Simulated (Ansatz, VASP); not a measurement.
## Two plane-wave programs on Mg

```
CELL_PARAMETERS angstrom
2.95081 0.00000 0.00000
-1.47541 2.55548 0.00000
0.00000 0.00000 4.77645
ATOMIC_POSITIONS crystal
Mg 0.33333 0.66667 0.25000
Mg 0.66667 0.33333 0.75000
```

Alike in both runs: functional PBEsol; k mesh 18 × 18 × 10; occupations gaussian, width 0.05 eV; no spin polarisation.

Ansatz relaxed the structure, and its values are those at the end. VASP's run is a single point on that final structure, the one shown.

|  | VASP | Ansatz |
| --- | --- | --- |
| version | VASP 6.6.1 | Ansatz 0.2.0 |
| potentials or method | VASP PAW PBE potentials, release 64 (Mg) | scalar-relativistic, plane waves, PAW |
| plane-wave cutoff (eV) | 520 | 420 |
| valence electrons in the cell | 4 | 20 |

|  | VASP | Ansatz | Ansatz less VASP |
| --- | --- | --- | --- |
| gap on the k mesh at the Fermi level (eV) | none | none | - |
| pressure (GPa) | 13.0 | 12.9 | -0.13 |

A gap of «none» marks a metal or a gap that the smearing closes. The two sets of potentials don't hold the same shells in valence.

Caveats: the PAW data sets were made with another functional, which shifts forces and pressure a little (VASP).
